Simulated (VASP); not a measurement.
# Mo (Im-3m) in VASP: notebook

The runs below take Mo through single point, with LDA.

Program: VASP 6.6.1. These are calculated values, not measurements. Logs are shortened: lines on timing, memory, paths and dates and some standing lists are left out, and cuts for length are marked.

### Step 1. The undisturbed crystal

Symmetry: Im-3m, No. 229, cubic system. The conventional cell has a = 3.168 Å, b = 3.168 Å, c = 3.168 Å, α = 90.00°, β = 90.00°, γ = 90.00°. Around Mo (site symmetry m-3m) lie 8 Mo at 2.74 Å.

### Step 2. Single point, LDA (grid = ENCUT=400 dk=0.6 cell=3x3x3 ISMEAR=1 SIGMA=0.1 LREAL=Auto EDIFF=1e-06)

INCAR

```
SYSTEM = Mo
PREC = Accurate
ENCUT = 400
EDIFF = 1E-6
ISMEAR = 1
SIGMA = 0.1
LREAL = Auto
LASPH = .True.
NELM = 120
ALGO = Fast
ISIF = 2
LWAVE = .False.
LCHARG = .False.
GGA = CA
NBANDS = 208
```

KPOINTS

```
regular mesh
0
Gamma
  2 2 2
  0 0 0
```

POSCAR

```
Mo
1.0
   -4.7514269157      4.7514269157      4.7514269157
    4.7514269157     -4.7514269157      4.7514269157
    4.7514269157      4.7514269157     -4.7514269157
Mo
26
Direct
    0.0000000000      0.0000000000      0.3333333333
    0.0000000000      0.0000000000      0.6666666667
    0.0000000000      0.3333333333      0.0000000000
    0.0000000000      0.3333333333      0.3333333333
    0.0000000000      0.3333333333      0.6666666667
    0.0000000000      0.6666666667      0.0000000000
    0.0000000000      0.6666666667      0.3333333333
    0.0000000000      0.6666666667      0.6666666667
    0.3333333333      0.0000000000      0.0000000000
    0.3333333333      0.0000000000      0.3333333333
    0.3333333333      0.0000000000      0.6666666667
    0.3333333333      0.3333333333      0.0000000000
    0.3333333333      0.3333333333      0.3333333333
    0.3333333333      0.3333333333      0.6666666667
    0.3333333333      0.6666666667      0.0000000000
    0.3333333333      0.6666666667      0.3333333333
    0.3333333333      0.6666666667      0.6666666667
    0.6666666667      0.0000000000      0.0000000000
    0.6666666667      0.0000000000      0.3333333333
    0.6666666667      0.0000000000      0.6666666667
    0.6666666667      0.3333333333      0.0000000000
    0.6666666667      0.3333333333      0.3333333333
    0.6666666667      0.3333333333      0.6666666667
    0.6666666667      0.6666666667      0.0000000000
    0.6666666667      0.6666666667      0.3333333333
    0.6666666667      0.6666666667      0.6666666667
```

Potentials or basis: VASP PAW LDA potentials, release 64 (Mo_sv).

Command:

```bash
$ cat potpaw_LDA.64/Mo_sv/POTCAR > POTCAR
$ mpirun -np 1 vasp_std > vasp.out
```

OUTCAR:

```text
SYSTEM = Mo
   PREC = Accurate
   ENCUT = 400
   EDIFF = 1E-6
   ISMEAR = 1
   LREAL = Auto
   LASPH = .True.
   NELM = 120
   ISIF = 2
   GGA = CA

 Found      3 irreducible k-points:

 Following reciprocal coordinates:
            Coordinates               Weight
  0.000000  0.000000  0.000000      1.000000
  0.500000  0.000000  0.000000      6.000000
  0.500000  0.500000  0.500000      1.000000
   k-points           NKPTS =      3   k-points in BZ     NKDIM =      3   number of bands    NBANDS=    208
   number of dos      NEDOS =    301   number of ions     NIONS =     26
   total plane-waves  NPLWV = 157464
   dimension x,y,z NGX =    54 NGY =   54 NGZ =   54
   dimension x,y,z NGXF=   108 NGYF=  108 NGZF=  108
   ions per type =              26
   NGX,Y,Z   is equivalent  to a cutoff of  10.91, 10.91, 10.91 a.u.
   NGXF,Y,Z  is equivalent  to a cutoff of  21.82, 21.82, 21.82 a.u.
 SYSTEM =  Mo
   PREC   = accura    normal or accurate (medium, high low for compatibility)
   ISTART =      0    job   : 0-new  1-cont  2-samecut
   ICHARG =      2    charge: 1-file 2-atom 10-const
   ISPIN  =      1    spin polarized calculation?
   LNONCOLLINEAR =      F non collinear calculations
   LSORBIT =      F    spin-orbit coupling
   LASPH  =      T    aspherical Exc in radial PAW
   ENCUT  =  400.0 eV  29.40 Ry    5.42 a.u.  13.42 13.42 13.42*2*pi/ulx,y,z
   NELM   =    120;   NELMIN=  2; NELMDL= -5     # of ELM steps
   EDIFF  = 0.1E-05   stopping-criterion for ELM
   LREAL  =      T    real-space projection
   EDIFFG = 0.1E-04   stopping-criterion for IOM
   NSW    =      0    number of steps for IOM
   IBRION =     -1    ionic relax: 0-MD 1-quasi-New 2-CG
   NFREE  =      0    steps in history (QN), initial steepest desc. (CG)
   ISIF   =      2    stress and relaxation
   ISYM   =      2    0-nonsym 1-usesym 2-fastsym
   POTIM  = 0.5000    time-step for ionic-motion
   TEBEG  =    0.0;   TEEND  =   0.0 temperature during run
   PSTRESS=    0.0 pullay stress
   NELECT =     364.0000    total number of electrons
   NUPDOWN=      -1.0000    fix difference up-down
   EMIN   =  10.00;   EMAX   =-10.00  energy-range for DOS
   EFERMI =   0.00;   METHOD = LEGACY
   ISMEAR =     1;   SIGMA  =   0.10  broadening in eV -4-tet -1-fermi 0-gaus
   EFERMI_NEDOS =   21; number of points for ismear=-14 and -15
   IALGO  =     68    algorithm
   IMIX   =      4    mixing-type and parameters
     AMIX     =   0.40;   BMIX     =  1.00
     AMIX_MAG =   1.60;   BMIX_MAG =  1.00
  volume/ion in A,a.u.               =      16.50       111.37
  Fermi-wavevector in a.u.,A,eV,Ry     =   1.549760  2.928623 32.677894  2.401757
  Thomas-Fermi vector in A             =   2.654521
   LORBIT       =      0    0 simple, 1 ext, 2 COOP (PROOUT), +10 PAW based schemes
   GGA     = CA    functional components
   LHFCALC =     F    Hartree Fock is set to
   AEXX    =    0.0000 exact exchange contribution
   IVDW    =     0    specifies the selected vdW correction
   LEPSILON=     F    determine dielectric tensor
   LRPA    =     F    only Hartree local field effects (RPA)
 non-spin polarized calculation
 RMM-DIIS sequential band-by-band and
 Methfessel and Paxton  Order N= 1 SIGMA  =   0.10
  energy-cutoff  :      400.00
  volume of cell :      429.07
 maximum number of plane-waves:      7803
 NGX is ok and might be reduce to    54
   NGX = 27   NGY = 27   NGZ = 27

 number of electron     364.0000143 magnetization

 Free energy of the ion-electron system (eV)
  ---------------------------------------------------
  ext. energy  EPLUGINS =         0.00000000
  ---------------------------------------------------
  free energy    TOTEN  =      -311.78132505 eV

  energy without entropy =     -311.76797215  energy(sigma->0) =     -311.77687408

 E-fermi :  11.2228     XC(G=0): -13.2570

 val. band max:       11.1643603070   @ k =   0.5000   0.0000   0.0000
 cond. band min:      11.2337517856   @ k =   0.0000   0.0000   0.0000
 fundamental gap:      0.0693914786
 Fermi energy:        11.2227684996

 k-point     1 :       0.0000    0.0000    0.0000
  band No.  band energies     occupation
      1     -49.4159      2.00000
      2     -49.2863      2.00000
      3     -49.2863      2.00000
      4     -49.2863      2.00000
      5     -49.2354      2.00000
      6     -49.2354      2.00000
[... 186 lines left out ...]
    193      12.9576     -0.00000
    194      12.9621     -0.00000

 k-point     2 :       0.5000    0.0000    0.0000
  band No.  band energies     occupation
      1     -49.3724      2.00000
      2     -49.3519      2.00000
      3     -49.2958      2.00000
      4     -49.2851      2.00000
      5     -49.2460      2.00000
      6     -49.2386      2.00000
[... 186 lines left out ...]
    193      12.6188     -0.00000
    194      12.6221     -0.00000

 k-point     3 :       0.5000    0.5000    0.5000
  band No.  band energies     occupation
      1     -49.3305      2.00000
      2     -49.3305      2.00000
      3     -49.3086      2.00000
      4     -49.3086      2.00000
      5     -49.3086      2.00000
      6     -49.2271      2.00000
[... 186 lines left out ...]
    193      11.3700     -0.05770
    194      11.7118     -0.00000
 [bands above 194 left out]

------------------------ aborting loop because EDIFF is reached ----------------------------------------

  FORCE on cell =-STRESS in cart. coord.  units (eV):
  Direction    XX          YY          ZZ          XY          YZ          ZX
  --------------------------------------------------------------------------------------
  -------------------------------------------------------------------------------------
  Total      -42.3881654    -42.3881654    -42.3881654      0.0000000      0.0000000      0.0000000
  in kB     -158.2789100   -158.2789100   -158.2789100      0.0000000      0.0000000      0.0000000
  external PRESSURE =    -158.2789100 kB  Pullay stress =       0.0000000 kB

 VOLUME and BASIS-vectors are now :
 -----------------------------------------------------------------------------
  energy-cutoff  :      400.00
  volume of cell :      429.07
      direct lattice vectors                 reciprocal lattice vectors
    -4.751426916  4.751426916  4.751426916     0.000000000  0.105231546  0.105231546
     4.751426916 -4.751426916  4.751426916     0.105231546  0.000000000  0.105231546
     4.751426916  4.751426916 -4.751426916     0.105231546  0.105231546  0.000000000

 POSITION                                       TOTAL-FORCE (eV/Angst)
 -----------------------------------------------------------------------------------
      1.58381      1.58381     -1.58381        -0.140541     -0.140541      0.140541
      3.16762      3.16762     -3.16762         0.140541      0.140541     -0.140541
      1.58381     -1.58381      1.58381        -0.140541      0.140541     -0.140541
      3.16762      0.00000      0.00000        -0.291718      0.000000      0.000000
      4.75143      1.58381     -1.58381         0.000000      0.052619     -0.052619
      3.16762     -3.16762      3.16762         0.140541     -0.140541      0.140541
[... 18 lines left out ...]
      1.58381      1.58381      4.75143         0.052619      0.052619      0.000000
      3.16762      3.16762      3.16762         0.140541      0.140541      0.140541
 -----------------------------------------------------------------------------------
    total drift:                                0.000000      0.000000      0.000000

  FREE ENERGIE OF THE ION-ELECTRON SYSTEM (eV)
  ---------------------------------------------------
  free  energy   TOTEN  =      -311.7813250519 eV

  energy  without entropy=     -311.7679721462  energy(sigma->0) =     -311.77687408
```

Wall time 5.8 min (1 thread of Intel Xeon Platinum 8488C (Sapphire Rapids), shared host); peak memory 0.36 GiB.

These settings aren't checked as converged: the numbers below hold their error.

Results:

```
Free energy            : -311.7813 eV
Pressure               : -15.8 GPa
Largest force          : 0.292 eV/Å
Band gap on the k mesh : none (metal or under the smearing width)
```

Caveat: the k mesh is coarse (spacing up to 0.47 Å⁻¹), so the values aren't converged.

### Step 3. Single point, LDA (grid = ENCUT=400 dk=0.45 cell=3x3x3 ISMEAR=1 SIGMA=0.1 LREAL=Auto EDIFF=1e-06)

INCAR is that of step 2.

KPOINTS

```
regular mesh
0
Gamma
  3 3 3
  0 0 0
```

POSCAR is that of step 2.

Potentials or basis: VASP PAW LDA potentials, release 64 (Mo_sv).

Command:

```bash
$ cat potpaw_LDA.64/Mo_sv/POTCAR > POTCAR
$ mpirun -np 1 vasp_std > vasp.out
```

Wall time 6.8 min (1 thread of Intel Xeon Platinum 8488C (Sapphire Rapids), shared host); peak memory 0.38 GiB.

These settings aren't checked as converged: the numbers below hold their error.

Results:

| Item | Value |
| --- | --- |
| Free energy | -311.2345 eV |
| Pressure | -15.8 GPa |
| Largest force | 0.217 eV/Å |
| Band gap on the k mesh | none (metal or under the smearing width) |

### Step 4. The reference run

An earlier run on the cell as given: functional PBE; potentials or basis VASP PAW PBE potentials, release 64 (Mo_sv); cutoff 520 eV; k mesh 12 × 12 × 12; occupations fermi-dirac, width 0.05 eV; no spin polarisation.

- Pressure: -1.4 GPa
- Band gap on the k mesh: none (metal or under the smearing width)
